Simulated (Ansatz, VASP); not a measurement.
# ZnS in VASP and in Ansatz

INCAR

```
SYSTEM = ZnS
  ALGO = Normal
  EDIFF = 1E-8
  ENCUT = 520
  GGA = PE
  ISIF = 2
  ISMEAR = -1
  LASPH = .TRUE.
  LCHARG = .FALSE.
  LEFG = .TRUE.
  LREAL = .FALSE.
  LWAVE = .FALSE.
  NBANDS = 26
  NELM = 80
  PREC = Accurate
  SIGMA = 0.03
```

File KPOINTS:

```
k-points
0
G
  8 8 5
  0 0 0
```

Contents of POSCAR:

```
ZnS
1.0
    3.8857432240      0.0000000000      0.0000000000
   -1.9428716120      3.3651523445      0.0000000000
    0.0000000000      0.0000000000      6.3562663350
Zn S
2 2
Direct
    0.3333333333      0.6666666667      0.0000000000
    0.6666666667      0.3333333333      0.5000000000
    0.3333333333      0.6666666667      0.3850000000
    0.6666666667      0.3333333333      0.8850000000
```

Input for Ansatz:

```yaml
crystal:
  lattice:
    - [3.885743224, 0.0, 0.0]
    - [-1.942871612, 3.3651523445, 0.0]
    - [0.0, 0.0, 6.356266335]
  atoms:
    - { symbol: Zn, position: [0.3333333333, 0.6666666667, 0.0] }
    - { symbol: Zn, position: [0.6666666667, 0.3333333333, 0.5] }
    - { symbol: S, position: [0.3333333333, 0.6666666667, 0.385] }
    - { symbol: S, position: [0.6666666667, 0.3333333333, 0.885] }
kpoints:
  mp_grid: { grid: [8, 8, 5] }
scf:
  occupations: { method: fermi_dirac, width: 0.03 }
hamiltonian:
  xc: pbe
  pseudopotentials: { kind: all_electron, datasets: crystal }
output:
  forces: true
  stress: true
  eigenvalues: true
  efg: { contact_densities: true }
```

Change from the starting cell: volume scaled by 1.06, crystal datasets.

Alike in both runs: task electric field gradients; functional PBE; k mesh 8 × 8 × 5; occupations fermi-dirac, width 0.03 eV; no spin polarisation.

|  | VASP | Ansatz |
| --- | --- | --- |
| version | VASP 6.6.1 | Ansatz 0.2.0 |
| potentials or method | VASP PAW PBE potentials, release 64 (Zn, S) | all-electron PAW with datasets made for the crystal, scalar-relativistic |
| plane-wave cutoff (eV) | 520 | see its input |

```tsv
	VASP	Ansatz	Ansatz less VASP
gap on the k mesh at the Fermi level (eV)	1.98	1.98	0.000
pressure (GPa)	-1.6	-1.7	-0.12
largest component of the traceless stress (GPa)	0.84	0.82	-0.017
rms of the force components (eV/Å)	0.148	0.147	-0.0018
Vzz of the field gradient on the site that differs most (V/Å²)	18.0	17.4	-0.65
```

Atom by atom the forces differ by 0.002 eV/Å (rms over components). Ansatz ran all-electron here, so the differences hold the error of VASP's frozen core and of both bases.
